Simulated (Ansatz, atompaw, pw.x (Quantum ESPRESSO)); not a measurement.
# What a changed setting does to a pw.x run (sc W)

Potential: PAW, atompaw 4.2.0.5, PBE; core [Xe] 4f14, reference 5d4 6s2 6p0; waves: 6s (bound): rc 2.30 bohr; 6s channel at 0.7 Ry: rc 3.00 bohr; 6p (bound, empty): rc 3.00 bohr; 6p channel at 1.55 Ry: rc 3.00 bohr; 5d (bound): rc 1.65 bohr; 5d channel at 3.85 Ry: rc 1.65 bohr; 5f channel at 0.35 Ry: rc 3.00 bohr; local part: bessel scheme, radius 2.25 bohr; core correction: smooth core density matched at 2.20 bohr; augmentation: sinc compensation charge, radius 2.30 bohr; PAW radius 3.00 bohr; waves and projectors: custom rrkj gramschmidtortho.

The reference run (k-mesh 12³, cutoffs 55/550 Ry, Fermi–Dirac 0.01 Ry, mixing_beta 0.4, conv_thr 1e-9, no spin) gives -2.93 GPa at 18.539 Å³/atom, where all-electron LAPW gives -2.09 GPa. This run, with its own iteration cap, changes ecutrho/ecutwfc to 16.

```
&control
  calculation='scf', prefix='x', pseudo_dir='./', outdir='./tmp', tstress=.true., disk_io='none'
/
&system
  ibrav=0, nat=1, ntyp=1, ecutwfc=55, ecutrho=880, nbnd=10,
  occupations='smearing', smearing='fd', degauss=0.01
/
&electrons
  conv_thr=1e-09, mixing_beta=0.4, electron_maxstep=60
/
ATOMIC_SPECIES
W 1.0 W.UPF
CELL_PARAMETERS angstrom
  2.64664343 0.00000000 0.00000000
  0.00000000 2.64664343 0.00000000
  0.00000000 0.00000000 2.64664343
ATOMIC_POSITIONS crystal
W 0.0000 0.0000 0.0000
K_POINTS automatic
12 12 12 0 0 0
```

```bash
pw.x < W.scf.in > W.scf.out
```

Problem. How does the run end?

Solution. It converges in 7 iterations; the free energy moves by +0.0 meV/atom and the pressure by +0.00 GPa. The result is that of the reference run.

```
Message from routine setup:
     using ibrav=0 with symmetry is DISCOURAGED, use correct ibrav instead
     lattice parameter (alat)  =       5.0014  a.u.
     unit-cell volume          =     125.1074 (a.u.)^3
     number of electrons       =         6.00
     number of Kohn-Sham states=           10
     kinetic-energy cutoff     =      55.0000  Ry
     charge density cutoff     =     880.0000  Ry
     scf convergence threshold =      1.0E-09
     Exchange-correlation= SLA PW PBX PBC
     number of k points=    84  Fermi-Dirac smearing, width (Ry)=  0.0100
     negative rho (up, down):  5.992E-04 0.000E+00
     iteration #  1     ecut=    55.00 Ry     beta= 0.40
     negative rho (up, down):  7.900E-04 0.000E+00
     total energy              =    -655.10320186 Ry
     estimated scf accuracy    <       0.02443337 Ry
     iteration #  2     ecut=    55.00 Ry     beta= 0.40
     negative rho (up, down):  1.019E-03 0.000E+00
     total energy              =    -655.10084171 Ry
     estimated scf accuracy    <       0.00638494 Ry
     iteration #  3     ecut=    55.00 Ry     beta= 0.40
     negative rho (up, down):  9.885E-04 0.000E+00
     total energy              =    -655.10118931 Ry
     estimated scf accuracy    <       0.00017180 Ry
     iteration #  4     ecut=    55.00 Ry     beta= 0.40
     negative rho (up, down):  8.429E-04 0.000E+00
     total energy              =    -655.10129735 Ry
     estimated scf accuracy    <       0.00000685 Ry
     iteration #  5     ecut=    55.00 Ry     beta= 0.40
     negative rho (up, down):  8.001E-04 0.000E+00
     total energy              =    -655.10129760 Ry
     estimated scf accuracy    <       0.00000102 Ry
     iteration #  6     ecut=    55.00 Ry     beta= 0.40
     negative rho (up, down):  7.937E-04 0.000E+00
     total energy              =    -655.10129764 Ry
     estimated scf accuracy    <          3.5E-09 Ry
     iteration #  7     ecut=    55.00 Ry     beta= 0.40
     negative rho (up, down):  7.942E-04 0.000E+00
     the Fermi energy is    12.8614 ev
!    total energy              =    -655.10129764 Ry
     estimated scf accuracy    <          8.6E-10 Ry
     smearing contrib. (-TS)   =      -0.00271972 Ry
     convergence has been achieved in   7 iterations
     negative rho (up, down):  7.942E-04 0.000E+00
          total   stress  (Ry/bohr**3)                   (kbar)     P=      -29.28
     Message from routine punch:
     Nothing written, as per user request (disk_io='none')
```

The run took about 19 s on one core of a shared host (Intel(R) Xeon(R) 6975P-C, 192 threads, 378 GiB, load 77).
